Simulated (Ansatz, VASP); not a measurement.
## Ag in VASP and in Ansatz

```
Ag
1.0
     0.00000    1.73663    2.04310
     1.73663    0.00000    2.04310
     1.73663    1.73663    0.00000
Ag
1
Direct
  0.00000 0.00000 0.00000
```

Change from the starting cell: strain -0.1500 x Voigt [1, 1, 0, 0, 0, 0], atoms carried along.

Alike in both runs: task single point; functional LDA; k mesh 20 × 20 × 20; occupations gaussian, width 0.15 eV; no spin polarisation.

```csv
,VASP,Ansatz
version,VASP 6.6.1,Ansatz 0.2.0
potentials or method,"VASP PAW LDA potentials, release 64 (Ag)","scalar-relativistic, plane waves, PAW"
plane-wave cutoff (eV),520,420
valence electrons in the cell,11,19
```

Ansatz gave:

* gap on the k mesh at the Fermi level (eV): none
* pressure (GPa): 79.0
* largest component of the traceless stress (GPa): 21.95

**Question.** Estimate VASP's values.

**Answer.** gap on the k mesh at the Fermi level (eV): none; pressure (GPa): 79.2; largest component of the traceless stress (GPa): 21.76.

A gap of «none» marks a metal or a gap that the smearing closes. The two sets of potentials don't hold the same shells in valence.

Caveats: the cell as given lies far from equilibrium; so large a pressure means that the cell lies far from this level's equilibrium, or that cutoff or potentials fall short (VASP).
